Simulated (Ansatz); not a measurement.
# Ga: response to strain

Aim: deform Ga (equal xx and yy strain of +3 %) and compute stress, forces and field gradients with LAPW, PAW and all-electron datasets made for the crystal.

Computed with Ansatz 0.2.0 (DFT PBE, scalar-relativistic, unless a step's input says otherwise).

## (1) The structure to begin with

The structure is monoclinic, space group C2/c (No. 15). Conventional cell: a = 2.766 Å, b = 8.053 Å, c = 3.332 Å, α = 90.00°, β = 92.02°, γ = 90.00°. Around Ga (site symmetry 2) lie 8 Ga at 2.69 to 2.92 Å.

Coordinates:

```xyz
2
Lattice="1.3830 -4.0265 0.0000 1.3830 4.0265 0.0000 -0.1174 0.0000 3.3299" Properties=species:S:1:pos:R:3 pbc="T T T"
Ga    1.3536   -2.9716    0.8325
Ga    1.2949    2.9716    2.4974
```

Atoms are numbered in the order of the input: Ga1, Ga2.

## (2) After the deformation

Space group C2/c before, C2/c after.

## (3) All-electron LAPW

Input file input.yaml:

```yaml
crystal:
  lattice:
    - [1.42449, -4.147295, 0.0]
    - [1.42449, 4.147295, 0.0]
    - [-0.1209735, 0.0, 3.32993]
  atoms:
    - { symbol: Ga, position: [0.869, 0.131, 0.25] }
    - { symbol: Ga, position: [0.131, 0.869, 0.75] }
kpoints:
  mp_grid: { grid: [14, 14, 11] }
  band_path:
    path:
      - [0.0, 0.0, 0.0]
      - [-0.5, 0.5, 0.0]
      - [-0.5, 0.5, 0.5]
      - [0.0, 0.0, 0.5]
      - [0.0, 0.0, 0.0]
      - [-0.5, 0.0, 0.5]
      - [0.0, 0.0, 0.0]
      - [-0.5, 0.0, 0.0]
    npoints: 5
scf:
  occupations: { method: fermi_dirac, width: 0.03 }
hamiltonian:
  xc: pbe
  pseudopotentials: { kind: all_electron, lapw: { basis_error: 0.0005 } }
output:
  forces: true
  stress: true
  eigenvalues: true
```

The run is started by

```sh
> ansatz run input.yaml --threads 1 --pin off --max-ram 3072MiB --backend cpu --events-out ev --progress --plain --runs-dir out
```

## (4) PAW on the default files

Input file input.yaml:

```yaml
crystal:
  lattice:
    - [1.42449, -4.147295, 0.0]
    - [1.42449, 4.147295, 0.0]
    - [-0.1209735, 0.0, 3.32993]
  atoms:
    - { symbol: Ga, position: [0.869, 0.131, 0.25] }
    - { symbol: Ga, position: [0.131, 0.869, 0.75] }
kpoints:
  mp_grid: { grid: [14, 14, 11] }
scf:
  occupations: { method: fermi_dirac, width: 0.03 }
hamiltonian:
  xc: pbe
  pseudopotentials: { kind: paw }
output:
  forces: true
  stress: true
  eigenvalues: true
  efg: { contact_densities: true }
```

## (5) All-electron PAW on datasets made for the crystal

input.yaml, as its differences from that of step 4:

```diff
@@ -14,3 +14,3 @@
   xc: pbe
-  pseudopotentials: { kind: paw }
+  pseudopotentials: { kind: all_electron, datasets: crystal }
 output:
```

(Steps that only read results are left out.)

**Question.** What will these runs give? Wanted: pressure; largest shear or deviatoric stress.

The runs gave:

```
                                 quantity                                              value
                                 pressure  LAPW -1.08, PAW -1.10, crystal datasets -1.08 GPa
largest shear or deviatoric stress (LAPW)                                           0.22 GPa
```

The largest part of the stress beyond the pressure is 0.22 GPa in size, in the xz component; the atoms are carried along and not relaxed. No run of the undeformed cell stands beside it, so the pressure holds what the given cell had before the change. PAW: stress within 0.02 GPa of LAPW, forces within 1 meV/Å. Crystal datasets: stress within 0.01 GPa of LAPW, forces within 1 meV/Å.
